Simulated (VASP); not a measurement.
HF: single point with PBE+D3(BJ)

Crystal: HF.

```
CELL_PARAMETERS angstrom
6.97953 0.00000 0.00000
0.00000 6.97953 0.00000
0.00000 0.00000 6.97953
ATOMIC_POSITIONS crystal
F 0.44798 0.50009 0.57210
F 0.73614 0.86735 0.89523
F 0.16028 0.55166 0.96719
F 0.28154 0.23542 0.96140
F 0.92670 0.66155 0.57348
F 0.12906 0.81150 0.32389
F 0.89278 0.30028 0.55552
F 0.04847 0.11034 0.18102
F 0.40794 0.80485 0.98794
F 0.64522 0.39036 0.29512
H 0.54287 0.48526 0.47755
H 0.78929 0.74198 0.86483
H 0.27306 0.63638 0.95121
H 0.22926 0.36839 0.94227
H 0.00795 0.72621 0.47208
H 0.11210 0.95383 0.30899
H 0.91447 0.43583 0.56684
H 0.16727 0.14795 0.09157
H 0.53193 0.83643 0.92790
H 0.73152 0.32608 0.38030
```

The cell was built by a generator and needn't be a form met in nature.

| Quantity | Value |
| --- | --- |
| Program | VASP 6.6.1 |
| Task | single point |
| Functional | PBE |
| Dispersion | D3(BJ) |
| Potentials or basis | VASP PAW PBE potentials, release 64 (F, H) |
| Cutoff | 520 eV |
| k mesh | 1 × 1 × 1 |
| Occupations | fermi-dirac, width 0.05 eV |
| Spin | no spin polarisation |
| Dipole correction | no |
| Further INCAR settings | LREAL = Auto; ALGO = Normal; EDIFF = 1e-07; NBANDS = 56 |

| Property | Result |
| --- | --- |
| Pressure | -0.7 GPa |
| Largest force | 1.521 eV/Å |
| Band gap on the k mesh | 6.51 eV, direct |
| Dispersion energy per atom | -0.018 eV |

Forces in eV/Å, atoms in the order of the input:
```
F   -0.619  0.364  1.047
F    0.575 -1.182 -0.385
F    0.304  0.275 -0.406
F    0.093 -0.291 -0.102
F    0.271  0.141 -0.314
F   -0.103  0.193  0.783
F   -0.294 -0.320 -0.187
F    1.420  0.315 -0.446
F   -0.133 -0.103 -0.240
F   -0.040  0.106 -0.165
H    0.128 -0.152 -0.828
H   -0.203  1.193  0.064
H   -0.264  0.327  0.293
H    0.047 -0.205  0.297
H   -0.095 -0.186  0.244
H   -0.309 -0.513 -0.740
H    0.281  0.482  0.079
H   -1.353  0.000  0.601
H   -0.263 -0.122  0.331
H    0.557 -0.320  0.074
```

Stress tensor (GPa, compression positive):
```
-0.72 -0.43  0.18
-0.43 -0.56  0.19
 0.18  0.19 -0.90
```

Levels at points of the mesh, in eV from the valence-band top:
| k point | band 38 | band 39 | band 40 | band 41 | band 42 | band 43 |
| --- | --- | --- | --- | --- | --- | --- |
| (0.00, 0.00, 0.00) | -0.38 | -0.05 | 0.00 | 6.51 | 8.75 | 9.79 |

It took 67 s on 1 thread of Intel(R) Xeon(R) Platinum 8259CL CPU @ 2.50GHz (Skylake/Cascade Lake), on a shared host, peak memory 0.34 GiB.
